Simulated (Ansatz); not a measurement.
**MnS: changes ranked by their effect on the pressure**

```yaml
crystal:
  lattice:
    - [0.00000, 2.55096, 2.55096]
    - [2.55096, 0.00000, 2.55096]
    - [2.55096, 2.55096, 0.00000]
  atoms:
    - { symbol: Mn, position: [0.00000, 0.00000, 0.00000] }
    - { symbol: S, position: [0.50000, 0.50000, 0.50000] }
```

Atom numbers follow the list: Mn1, S2.

The cell was built from the rocksalt type and relaxed in the same program, and has space group Fm-3m; it needn't be a known or the stable phase.

Other magnetic orders may lie lower; this is the state that the run reached.

The calculation used DFT, PBE, all-electron LAPW, scalar-relativistic (Ansatz 0.2.0).

Numerical set-up: a Γ-centred 16×16×16 k mesh, Fermi–Dirac smearing of 0.08 eV, basis error target 0.5 meV/atom, spin-polarised from start moments Mn1 4 μB.

In this reference run the pressure is 0.0 GPa (positive in compression). Each change below is made alone, on the same k mesh, with fractional coordinates held unless an atom is moved; x, y and z are the Cartesian axes.

Q: One change shifts the pressure by +0.6 GPa. Which?
A. equal xy, yz and zx engineering shear strains of +1.5 %
B. volume scaled by 0.97
C. volume scaled by 1.03
D. atom 2 (S) moved by (0.1200, 0.0000, 0.0000) Å

A: D. The others give: volume scaled by 0.97, +1.7 GPa; equal xy, yz and zx engineering shear strains of +1.5 %, 0.0 GPa; volume scaled by 1.03, -1.6 GPa.
